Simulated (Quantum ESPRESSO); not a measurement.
A run of Quantum ESPRESSO 7.5:

The input pw.in:

```
&CONTROL
  calculation = 'scf'
  prefix = 'pwscf'
  outdir = './tmp'
  pseudo_dir = './pseudo'
  tprnfor = .true.
  tstress = .true.
  disk_io = 'low'
/
&SYSTEM
  ibrav = 0
  nat = 2
  ntyp = 1
  ecutwfc = 45
  ecutrho = 360
  nbnd = 8
  occupations = 'smearing'
  smearing = 'mv'
  degauss = 0.01469973
/
&ELECTRONS
  conv_thr = 4d-10
  electron_maxstep = 120
  mixing_beta = 0.5
/
ATOMIC_SPECIES
Al    26.9815 al_lda_v1.uspp.F.UPF
CELL_PARAMETERS angstrom
   2.8124553515    0.0000000000    0.0000000000
  -1.4062276757    2.4356577814    0.0000000000
   0.0000000000    0.0000000000    4.8668500000
ATOMIC_POSITIONS crystal
Al     0.3333333333    0.6666666667    0.2500000000
Al     0.6666666667    0.3333333333    0.7500000000
K_POINTS automatic
11 11 6 0 0 0
```

File scf2.in:

```
&CONTROL
  calculation = 'scf'
  prefix = 'pwscf'
  outdir = './tmp'
  pseudo_dir = './pseudo'
  tprnfor = .true.
  tstress = .true.
  disk_io = 'low'
/
&SYSTEM
  ibrav = 0
  nat = 2
  ntyp = 1
  ecutwfc = 45
  ecutrho = 360
  nbnd = 8
  occupations = 'smearing'
  smearing = 'mv'
  degauss = 0.01469973
/
&ELECTRONS
  conv_thr = 1d-13
  electron_maxstep = 120
  mixing_beta = 0.5
  startingpot = 'file'
  startingwfc = 'file'
/
ATOMIC_SPECIES
Al    26.9815 al_lda_v1.uspp.F.UPF
CELL_PARAMETERS angstrom
   2.8124553515    0.0000000000    0.0000000000
  -1.4062276757    2.4356577814    0.0000000000
   0.0000000000    0.0000000000    4.8668500000
ATOMIC_POSITIONS crystal
Al     0.3333333333    0.6666666667    0.2500000000
Al     0.6666666667    0.3333333333    0.7500000000
K_POINTS automatic
11 11 6 0 0 0
```

The input ph.in:

```
phonons of Al
&INPUTPH
  prefix = 'pwscf'
  outdir = './tmp'
  tr2_ph = 1d-16
  fildyn = 'dyn'
  niter_ph = 60
  alpha_mix(1) = 0.4
/
0.0000000000 0.0000000000 0.0000000000
```

The input dynmat.in:

```
&INPUT
  fildyn = 'dyn'
  asr = 'crystal'
  filout = 'dynmat.disp'
  fileig = 'dynmat.eig'
/
```

Potentials or basis: GBRV 1.5 LDA.

The run is started by

```bash
$ OMP_NUM_THREADS=1 pw.x -in pw.in > pw.out
$ OMP_NUM_THREADS=1 pw.x -in scf2.in > scf2.out
$ OMP_NUM_THREADS=1 ph.x -in ph.in > ph.out
$ OMP_NUM_THREADS=1 dynmat.x -in dynmat.in > dynmat.out
```

Hardware: 1 thread of Arm Neoverse V1, with other jobs on the host.

Q: Estimate the wall time of this run.

A: It took 58 s on 1 thread of Arm Neoverse V1 (shared host), peak memory 0.07 GiB. Counts: scf iterations 10, k pools 1, bands 8, k points 64, g dense 25873.
